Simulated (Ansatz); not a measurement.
Input of an Ansatz 0.2.0 run:

File input.yaml:

```yaml
crystal:
  lattice:
    - [1.397149, -2.600516, 0.0]
    - [1.397149, 2.600516, 0.0]
    - [0.0, 0.0, 2.698231]
  atoms:
    - { symbol: Ge, position: [0.5, 0.5, 0.0] }
kpoints:
  mp_grid: { grid: [11, 11, 10] }
scf:
  occupations: { method: fermi_dirac, width: 0.05 }
hamiltonian:
  xc: pbesol
  pseudopotentials: { kind: all_electron, lapw: { basis_error: 0.001 } }
output:
  forces: true
  stress: true
  eigenvalues: true
  populations: true
```

Potentials or basis: all-electron LAPW, scalar-relativistic.

Launch:

```console
$ ansatz run input.yaml --threads 1 --pin off --max-ram 3072MiB --backend cpu --events-out ev --progress --plain --runs-dir out
```

Task: Predict the pressure.

Result: -4.0 GPa.

Task: Estimate the band gap on the k mesh.

Result: None (metal or under the smearing width).

Stress tensor (GPa, compression positive):
```
-2.65  0.00  0.00
 0.00 -5.79  0.00
 0.00  0.00 -3.64
```
